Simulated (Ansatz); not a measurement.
La2O3:

```
CELL_PARAMETERS angstrom
3.93078 0.00000 0.00000
-1.96539 3.40415 0.00000
0.00000 0.00000 6.11195
ATOMIC_POSITIONS crystal
La 0.33333 0.66667 0.24624
La 0.66667 0.33333 0.75376
O 0.00000 0.00000 0.00000
O 0.33333 0.66667 0.64589
O 0.66667 0.33333 0.35411
```

The cell is a database's computed one.

Base run:

| Property | Result |
| --- | --- |
| Program | Ansatz 0.2.0 |
| Functional | PBE |
| Potentials or basis | Ansatz PAW |
| Cutoff | 600 eV |
| Density cutoff | 2400 eV |
| k mesh | 8 × 8 × 5 |
| Occupations | fermi-dirac, width 0.05 eV |
| Spin | no spin polarisation |

Its results: band gap on the k mesh 3.87 eV, indirect (least direct gap 4.06 eV); pressure 1.9 GPa; largest force 0.015 eV/Å.

Task: The run is repeated on the same cell with these changes: functional from PBE to r2SCAN; cutoff from 600 eV to 500 eV (not typed: the program's choice for these potentials); hubbard terms from none to La f U = 8 eV; hubbard projectors from none to ortho-atomic (the default). What comes out?

Result: Band gap on the k mesh 4.28 eV, indirect (least direct gap 4.44 eV); pressure 4.5 GPa; largest force 0.102 eV/Å.

Several settings changed at once, so the effect can't be laid on one alone.

Caveats: spin-orbit coupling is left out, which moves the levels of the heavy elements; odd divisions of the mesh miss points on the zone boundary, where band edges often lie, so the gap on the mesh can be too wide (some runs); the magnetic or orbital state may not be the lowest (some runs); the k mesh misses the band edges, so the gap on the mesh is wider than the one along the path (some runs); the PAW data sets come from PBE, with cores solved anew for the run's functional, which leaves a small shift of forces and pressure (some runs).
